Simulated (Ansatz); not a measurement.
Strain response of Ge

The calculation used DFT PBEsol, scalar-relativistic, plane waves, PAW (Ansatz). Run with 420 eV cutoff, 14×14×10 k-mesh, Gaussian smearing of 0.10 eV, no spin polarisation.

Reference structure (relaxed):

```
Ge
1.0
     2.83743    2.83743    0.00000
    -2.83743    2.83743    0.00000
     0.00000    0.00000    5.67485
Ge
4
Direct
  0.50000 0.50000 0.50000
  0.50000 0.00000 0.25000
  0.00000 0.00000 0.00000
  0.00000 0.50000 0.75000
```

Deformation: uniaxial strain along c, with the lengths of a and b and the atoms relaxed and the angles held, all within the symmetry that the strain leaves. Energies are extrapolated to zero smearing.

```tsv
strain (%)	ΔE (meV/atom)	a (Å)	b (Å)	c (Å)
-6.0	22.5	4.091	4.091	5.334
-4.0	10.2	4.063	4.063	5.448
-2.0	2.6	4.037	4.037	5.561
+0.0	0.0	4.013	4.013	5.675
+2.0	2.6	3.993	3.993	5.788
+4.0	10.4	3.974	3.974	5.902
+6.0	23.2	3.957	3.957	6.015
```

Question: What stiffness (1/V) d²E/dε² at zero strain does a cubic fit over all points give?

Answer: A cubic fit gives (1/V) d²E/dε² = 89 GPa at zero strain (Young's modulus along this axis, angles held).

Question: How does the free axis a answer a small strain?

Answer: Between the innermost points its strain is -0.28 times the applied one.